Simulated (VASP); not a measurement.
# BaS (Fm-3m) in VASP: single point with PBEsol

Aim: the single point of BaS with PBEsol.

Program: VASP 6.6.1. These are calculated values, not measurements. Logs are shortened: lines on timing, memory, paths and dates and some standing lists are left out, and cuts for length are marked.

**Measured values to compare with.**

A printed reference work, monograph, original work of 1988 reports, for a bulk crystal of BaS at 2 K: band gap 3.806 eV (indirect).

The runs below are set against these values where they give the same quantity.

## Step 1: The cell of the first run

The structure is cubic, space group Fm-3m (No. 225). The conventional cell has a = 6.388 Å, b = 6.388 Å, c = 6.388 Å, α = 90.00°, β = 90.00°, γ = 90.00°. Within 4.2 Å of Ba (site symmetry m-3m) lie 6 S at 3.19 Å. Within 4.2 Å of S (site symmetry m-3m) lie 6 Ba at 3.19 Å.

## Step 2: Single point, PBEsol

INCAR

```
ALGO = Normal
EDIFF = 1E-6
ENCUT = 500
GGA = PS
GGA_COMPAT = F
ISIF = 2
ISMEAR = -1
LASPH = T
LCHARG = F
LREAL = F
LWAVE = F
NBANDS = 15
NELM = 120
PREC = Accurate
SIGMA = 0.0272
```

KPOINTS

```
k-points
0
Gamma
  6 6 6
```

POSCAR

```
BaS
1.0
    0.0000000000      3.1937500000      3.1937500000
    3.1937500000      0.0000000000      3.1937500000
    3.1937500000      3.1937500000      0.0000000000
Ba S
1 1
Direct
    0.0000000000      0.0000000000      0.0000000000
    0.5000000000      0.5000000000      0.5000000000
```

Potentials or basis: VASP PAW PBE potentials, release 64 (Ba_sv, S).

Run with:

```
cat potpaw_PBE.64/Ba_sv/POTCAR potpaw_PBE.64/S/POTCAR > POTCAR
mpirun -np 1 vasp_std > vasp.out
```

OUTCAR:

```text
EDIFF = 1E-6
   ENCUT = 500
   GGA = PS
   ISIF = 2
   ISMEAR = -1
   LASPH = T
   LREAL = F
   NELM = 120
   PREC = Accurate

 ion  position               nearest neighbor table
   1  0.000  0.000  0.000-   2 3.19   2 3.19   2 3.19   2 3.19   2 3.19   2 3.19
   2  0.500  0.500  0.500-   1 3.19   1 3.19   1 3.19   1 3.19   1 3.19   1 3.19

  LATTYP: Found a face centered cubic cell.
 ALAT       =     6.3875000000

  Lattice vectors:

 A1 = (   0.0000000000,   3.1937500000,   3.1937500000)
 A2 = (   3.1937500000,   0.0000000000,   3.1937500000)
 A3 = (   3.1937500000,   3.1937500000,   0.0000000000)

Analysis of symmetry for initial positions (statically):
=====================================================================
 Subroutine PRICEL returns:
 Original cell was already a primitive cell.

 Routine SETGRP: Setting up the symmetry group for a
 face centered cubic supercell.

 Subroutine GETGRP returns: Found 48 space group operations
 (whereof 48 operations were pure point group operations)
 out of a pool of 48 trial point group operations.

The static configuration has the point symmetry O_h .

Analysis of symmetry for dynamics (positions and initial velocities):
=====================================================================
 Subroutine PRICEL returns:
 Original cell was already a primitive cell.

 Routine SETGRP: Setting up the symmetry group for a
 face centered cubic supercell.

 Subroutine GETGRP returns: Found 48 space group operations
 (whereof 48 operations were pure point group operations)
 out of a pool of 48 trial point group operations.

The dynamic configuration has the point symmetry O_h .

 Subroutine INISYM returns: Found 48 space group operations
 (whereof 48 operations are pure point group operations),
 and found     1 'primitive' translations

----------------------------------------------------------------------------------------

                                     Primitive cell

  volume of cell :      65.1527

  direct lattice vectors                    reciprocal lattice vectors
     0.000000000  3.193750000  3.193750000    -0.156555773  0.156555773  0.156555773
     3.193750000  0.000000000  3.193750000     0.156555773 -0.156555773  0.156555773
     3.193750000  3.193750000  0.000000000     0.156555773  0.156555773 -0.156555773

  length of vectors
     4.516644565  4.516644565  4.516644565     0.271162553  0.271162553  0.271162553

  position of ions in fractional coordinates (direct lattice)
     0.000000000  0.000000000  0.000000000
     0.500000000  0.500000000  0.500000000

  ion indices of the primitive-cell ions
   primitive index   ion index
                 1           1
                 2           2

----------------------------------------------------------------------------------------

 KPOINTS: k-points

Automatic generation of k-mesh.
 Grid dimensions read from file:
 generate k-points for:    6    6    6

 Generating k-lattice:

  Cartesian coordinates                     Fractional coordinates (reciprocal lattice)
    -0.026092629  0.026092629  0.026092629     0.166666667  0.000000000  0.000000000
     0.026092629 -0.026092629  0.026092629     0.000000000  0.166666667  0.000000000
     0.026092629  0.026092629 -0.026092629     0.000000000  0.000000000  0.166666667

  Length of vectors
     0.045193759  0.045193759  0.045193759

  Shift w.r.t. Gamma in fractional coordinates (k-lattice)
     0.000000000  0.000000000  0.000000000

 Subroutine IBZKPT returns following result:
 ===========================================

 Found     16 irreducible k-points:

 Following reciprocal coordinates:
            Coordinates               Weight
  0.000000  0.000000  0.000000      1.000000
  0.166667  0.000000  0.000000      8.000000
  0.333333  0.000000  0.000000      8.000000
  0.500000  0.000000  0.000000      4.000000
  0.166667  0.166667  0.000000      6.000000
  0.333333  0.166667  0.000000     24.000000
[... 8 lines left out ...]
 -0.333333  0.333333  0.166667     24.000000
 -0.333333  0.500000  0.166667     12.000000
   k-points           NKPTS =     16   k-points in BZ     NKDIM =     16   number of bands    NBANDS=     15
   number of dos      NEDOS =    301   number of ions     NIONS =      2
   total plane-waves  NPLWV =  46656
   dimension x,y,z NGX =    36 NGY =   36 NGZ =   36
   dimension x,y,z NGXF=    72 NGYF=   72 NGZF=   72
   ions per type =               1   1
   NGX,Y,Z   is equivalent  to a cutoff of  13.25, 13.25, 13.25 a.u.
   NGXF,Y,Z  is equivalent  to a cutoff of  26.50, 26.50, 26.50 a.u.
 SYSTEM =  unknown system
   PREC   = accura    normal or accurate (medium, high low for compatibility)
   ISTART =      0    job   : 0-new  1-cont  2-samecut
   ICHARG =      2    charge: 1-file 2-atom 10-const
   ISPIN  =      1    spin polarized calculation?
   LNONCOLLINEAR =      F non collinear calculations
   LSORBIT =      F    spin-orbit coupling
   LASPH  =      T    aspherical Exc in radial PAW
   ENCUT  =  500.0 eV  36.75 Ry    6.06 a.u.   8.23  8.23  8.23*2*pi/ulx,y,z
   NELM   =    120;   NELMIN=  2; NELMDL= -5     # of ELM steps
   EDIFF  = 0.1E-05   stopping-criterion for ELM
   LREAL  =      F    real-space projection
   EDIFFG = 0.1E-04   stopping-criterion for IOM
   NSW    =      0    number of steps for IOM
   IBRION =     -1    ionic relax: 0-MD 1-quasi-New 2-CG
   NFREE  =      0    steps in history (QN), initial steepest desc. (CG)
   ISIF   =      2    stress and relaxation
   ISYM   =      2    0-nonsym 1-usesym 2-fastsym
   POTIM  = 0.5000    time-step for ionic-motion
   TEBEG  =    0.0;   TEEND  =   0.0 temperature during run
   PSTRESS=    0.0 pullay stress
   NELECT =      16.0000    total number of electrons
   NUPDOWN=      -1.0000    fix difference up-down
   EMIN   =  10.00;   EMAX   =-10.00  energy-range for DOS
   EFERMI =   0.00;   METHOD = LEGACY
   ISMEAR =    -1;   SIGMA  =   0.03  broadening in eV -4-tet -1-fermi 0-gaus
   EFERMI_NEDOS =   21; number of points for ismear=-14 and -15
   IALGO  =     38    algorithm
   IMIX   =      4    mixing-type and parameters
     AMIX     =   0.40;   BMIX     =  1.00
     AMIX_MAG =   1.60;   BMIX_MAG =  1.00
  volume/ion in A,a.u.               =      32.58       219.84
  Fermi-wavevector in a.u.,A,eV,Ry     =   1.025189  1.937326 14.299891  1.051012
  Thomas-Fermi vector in A             =   2.159016
   LORBIT       =      0    0 simple, 1 ext, 2 COOP (PROOUT), +10 PAW based schemes
   GGA     = PS    functional components
   LHFCALC =     F    Hartree Fock is set to
   AEXX    =    0.0000 exact exchange contribution
   IVDW    =     0    specifies the selected vdW correction
   LEPSILON=     F    determine dielectric tensor
   LRPA    =     F    only Hartree local field effects (RPA)
 non-spin polarized calculation
  energy-cutoff  :      500.00
  volume of cell :       65.15
 maximum number of plane-waves:      1676
 NGX is ok and might be reduce to    36
   NGX = 17   NGY = 17   NGZ = 17

 number of electron      16.0000001 magnetization

 Free energy of the ion-electron system (eV)
  ---------------------------------------------------
  ext. energy  EPLUGINS =         0.00000000
  ---------------------------------------------------
  free energy    TOTEN  =       -10.71776309 eV

  energy without entropy =      -10.71776309  energy(sigma->0) =      -10.71776309

 E-fermi :   1.9318     XC(G=0):  -8.8230

 val. band max:        1.3424366836   @ k =   0.0000   0.0000   0.0000
 cond. band min:       3.3243283010   @ k =   0.5000   0.5000   0.0000
 fundamental gap:      1.9818916174
 Fermi energy:         1.9318332416

 k-point     1 :       0.0000    0.0000    0.0000
  band No.  band energies     occupation
      1     -24.6934      2.00000
      2      -9.7356      2.00000
      3      -9.7356      2.00000
      4      -9.7356      2.00000
      5      -9.0103      2.00000
      6       1.3424      2.00000
      7       1.3424      2.00000
      8       1.3424      2.00000
      9       4.7504      0.00000
     10       5.1265      0.00000
     11       5.1265      0.00000
     12       5.1265      0.00000
     13       6.0797      0.00000
     14       6.0797      0.00000
     15       9.8548      0.00000

 k-point     2 :       0.1667    0.0000    0.0000
  band No.  band energies     occupation
      1     -24.6821      2.00000
      2     -10.2064      2.00000
      3      -9.7457      2.00000
      4      -9.7457      2.00000
      5      -8.5159      2.00000
      6       0.6618      2.00000
      7       0.9909      2.00000
      8       0.9909      2.00000
      9       5.1447      0.00000
     10       5.5397      0.00000
     11       5.5397      0.00000
     12       5.7605      0.00000
     13       6.8669      0.00000
     14       6.8669      0.00000
     15      10.9361      0.00000

 k-point     3 :       0.3333    0.0000    0.0000
  band No.  band energies     occupation
      1     -24.6592      2.00000
      2     -10.7143      2.00000
      3      -9.7656      2.00000
      4      -9.7656      2.00000
      5      -7.9563      2.00000
      6      -0.2758      2.00000
      7       0.4545      2.00000
      8       0.4545      2.00000
      9       5.6945      0.00000
     10       6.6397      0.00000
     11       6.6397      0.00000
     12       7.2272      0.00000
     13       8.6329      0.00000
     14       8.6329      0.00000
     15      11.6349      0.00000
[... 199 lines left out ...]
 k-point    15 :      -0.3333    0.3333    0.1667
  band No.  band energies     occupation
      1     -24.6372      2.00000
      2     -10.5442      2.00000
      3     -10.0132      2.00000
      4      -9.9133      2.00000
      5      -8.1989      2.00000
      6       0.0214      2.00000
      7       0.6224      2.00000
      8       0.6861      2.00000
      9       5.6987      0.00000
     10       5.8120      0.00000
     11       7.9157      0.00000
     12       8.3017      0.00000
     13       8.6514      0.00000
     14      10.6028      0.00000
     15      10.7606      0.00000

 k-point    16 :      -0.3333    0.5000    0.1667
  band No.  band energies     occupation
      1     -24.6338      2.00000
      2     -10.2200      2.00000
      3     -10.1627      2.00000
      4     -10.0111      2.00000
      5      -8.4755      2.00000
      6       0.4225      2.00000
      7       0.7936      2.00000
      8       0.9407      2.00000
      9       4.4386      0.00000
     10       6.7907      0.00000
     11       7.4686      0.00000
     12       8.2576      0.00000
     13       8.8458      0.00000
     14       9.5722      0.00000
     15      11.0561      0.00000

------------------------ aborting loop because EDIFF is reached ----------------------------------------

  FORCE on cell =-STRESS in cart. coord.  units (eV):
  Direction    XX          YY          ZZ          XY          YZ          ZX
  --------------------------------------------------------------------------------------
  -------------------------------------------------------------------------------------
  Total       -0.2163959     -0.2163959     -0.2163959      0.0000000      0.0000000     -0.0000000
  in kB       -5.3214111     -5.3214111     -5.3214111      0.0000000      0.0000000     -0.0000000
  external PRESSURE =      -5.3214111 kB  Pullay stress =       0.0000000 kB

 VOLUME and BASIS-vectors are now :
 -----------------------------------------------------------------------------
  energy-cutoff  :      500.00
  volume of cell :       65.15
      direct lattice vectors                 reciprocal lattice vectors
     0.000000000  3.193750000  3.193750000    -0.156555773  0.156555773  0.156555773
     3.193750000  0.000000000  3.193750000     0.156555773 -0.156555773  0.156555773
     3.193750000  3.193750000  0.000000000     0.156555773  0.156555773 -0.156555773

 POSITION                                       TOTAL-FORCE (eV/Angst)
 -----------------------------------------------------------------------------------
      0.00000      0.00000      0.00000         0.000000      0.000000      0.000000
      3.19375      3.19375      3.19375        -0.000000      0.000000     -0.000000
 -----------------------------------------------------------------------------------
    total drift:                                0.000000      0.000000      0.000000

  FREE ENERGIE OF THE ION-ELECTRON SYSTEM (eV)
  ---------------------------------------------------
  free  energy   TOTEN  =       -10.7177630874 eV

  energy  without entropy=      -10.7177630874  energy(sigma->0) =      -10.71776309
```

Wall time 20 s (1 thread of Intel Xeon 6975P-C (Granite Rapids), shared host); peak memory 0.2 GiB.

Results:

```yaml
Free_energy: -10.7178 eV
Pressure: -0.5 GPa
Band_gap_on_the_k_mesh: 1.98 eV (least direct gap 2.12 eV)
```

Caveat: the PAW data sets were made with another functional, which shifts forces and pressure a little; spin-orbit coupling is left out, which moves the levels of the heavy elements.

## Step 3: Comparison with measurements

Step 2. Measured gap of BaS: 3.806 eV (indirect; 2 K; a printed reference work, monograph, original work of 1988). This calculation gives 1.98 eV (-1.82 eV). Spin-orbit coupling on Ba is left out. The value is that of PBEsol on a finite k mesh, which can miss the band edges, without temperature or zero-point motion. Semilocal functionals fall short of measured gaps as a rule.
